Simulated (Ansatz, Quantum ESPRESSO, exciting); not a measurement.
One calculation of Os, 3 ways

```
Os
1.0
     2.73410    0.00000    0.00000
    -1.36705    2.36780    0.00000
     0.00000    0.00000    4.31970
Os
2
Direct
  0.65888 0.31974 0.75917
  0.32855 0.66495 0.24603
```

Atoms were shifted at random by some hundredths of an Å from the given cell, which wasn't relaxed again for these runs.

Alike in all runs: task single point; functional PBEsol; k mesh 11 × 11 × 6; occupations fermi-dirac, width 0.05 eV; no spin polarisation; no spin-orbit coupling. Pressure is positive in compression and, in plane waves, holds the error of the finite cutoff.

```csv
program and potentials,plane-wave cutoff (eV),notes,pressure (GPa),largest force (eV/Å),energy over the undisturbed cell (meV/atom)
"Ansatz, all-electron LAPW, scalar-relativistic",-,-,-1.83,0.996,-
"Quantum ESPRESSO, GBRV 1.5 PBEsol",612,-,?,?,?
"exciting, all-electron LAPW+lo, shipped species files, valence relativity iora*",-,-,-,1.028,15.88
```

Task: Estimate from the other rows what the run with Quantum ESPRESSO, GBRV 1.5 PBEsol gave.

Result: Pressure -2.32 GPa; largest force 0.997 eV/Å; energy over the undisturbed cell 15.62 meV/atom. The other rows, which needn't bracket it: pressure -1.83; largest force 0.996 to 1.028; energy over the undisturbed cell 15.88.
